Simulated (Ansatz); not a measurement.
BeO:
```yaml
crystal:
  lattice:
    - [2.69286, 0.00000, 0.00000]
    - [-1.34643, 2.33209, 0.00000]
    - [0.00000, 0.00000, 4.37282]
  atoms:
    - { symbol: Be, position: [0.66667, 0.33333, 0.00015] }
    - { symbol: Be, position: [0.33333, 0.66667, 0.50015] }
    - { symbol: O, position: [0.66667, 0.33333, 0.37785] }
    - { symbol: O, position: [0.33333, 0.66667, 0.87785] }
```

x, y and z are the axes in which the lattice vectors are written.

Give the proper piezoelectric stress tensor with relaxed ions from the program Ansatz at the PBEsol level (PAW).

In C/m², rows x, y, z, Voigt columns; mesh uncertainty up to 0.00.
```
 0.00   0.00   0.00   0.00  -0.08   0.00
 0.00   0.00   0.00  -0.08   0.00   0.00
-0.23  -0.23   0.38   0.00   0.00   0.00
```

The elastic tensor of the same run (GPa):

```
      1     2     3    4    5    6
-  ----  ----  ----  ---  ---  ---
1   437   125  89.7  0.0  0.0  0.0
2   125   437  89.7  0.0  0.0  0.0
3  89.7  89.7   475  0.0  0.0  0.0
4   0.0   0.0   0.0  138  0.0  0.0
5   0.0   0.0   0.0  0.0  138  0.0
6   0.0   0.0   0.0  0.0  0.0  156
```

Convert to strain constants d = e·S.

In pC/N:
```
 0.0   0.0   0.0   0.0  -0.6   0.0
 0.0   0.0   0.0  -0.6   0.0   0.0
-0.6  -0.6   1.0   0.0   0.0   0.0
```

Space group P6_3mc (wurtzite). Symmetry was held in the PBEsol relaxation; of distortions, only those at the zone centre were tested.

Potentials: the later of the program's two PAW sets.
